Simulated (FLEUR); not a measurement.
## Nb and the effect of the volume of the cell

```
Nb
1.0
     0.00000    2.11500    2.11500
     2.11500    0.00000    2.11500
     2.11500    2.11500    0.00000
Nb
1
Direct
  0.00000 0.00000 0.00000
```

This isn't the form of Nb at room conditions, which is bcc.

Kept alike: task single point; functional PBEsol; k mesh 11 × 11 × 11; occupations fermi-dirac, width 0.05 eV; no spin polarisation. Program: FLEUR, all-electron, FLAPW. The mesh is that of the run's cell of 1 atom. No spin-orbit coupling.

| volume of cell, f (times the cell shown) | free energy over the lowest row (meV/atom) |
| --- | --- |
| 0.8 | 344.80 |
| 0.85 | 144.62 |
| 0.9 | 36.52 |
| 0.95 | 0.00 |
| 1 | 19.89 |
| 1.05 | 83.56 |
| 1.1 | 180.85 |

The cell shown is the unstrained one; x, y and z are its Cartesian axes; atoms keep their fractions. For a metal such a mesh leaves the last digits unconverged.

What does the volume of the cell change here?

The free energy is lowest at 0.95, and 344.80 meV an atom higher at 0.8.
